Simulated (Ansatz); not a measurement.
**Ni in Ansatz: the effect of functional**

Crystal: Ni.

```xyz
1
Lattice="-1.3650 1.3650 1.3650 1.3650 -1.3650 1.3650 1.3650 1.3650 -1.3650" Properties=species:S:1:pos:R:3 pbc="T T T"
Ni    0.0000    0.0000    0.0000
```

This isn't the form of Ni at room conditions, which is fcc.

The cell isn't the ideal one: volume scaled by 0.96.

Alike in all runs:

```yaml
Program: Ansatz 0.2.0
Task: single point
Potentials_or_basis: Ansatz PAW
k_mesh: 13 × 13 × 13
Occupations: fermi-dirac, width 0.05 eV
Spin: collinear spin, ferromagnetic start
Starting_moments: "[1.0] μB"
```

```tsv
functional	cutoff	pressure (GPa)	moment (μB)
LDA	420 eV (not typed: the program's choice for these potentials)	-2.6	0.30
PBEsol	420 eV (not typed: the program's choice for these potentials)	?	?
r2SCAN	500 eV (not typed: the program's choice for these potentials)	9.4	0.65
```

Q: What does the run with functional PBEsol give?

A: Pressure 7.0 GPa; moment 0.56 μB.

Caveats: the PAW data sets come from PBE, with cores solved anew for the run's functional, which leaves a small shift of forces and pressure; the magnetic or orbital state may not be the lowest (some runs).
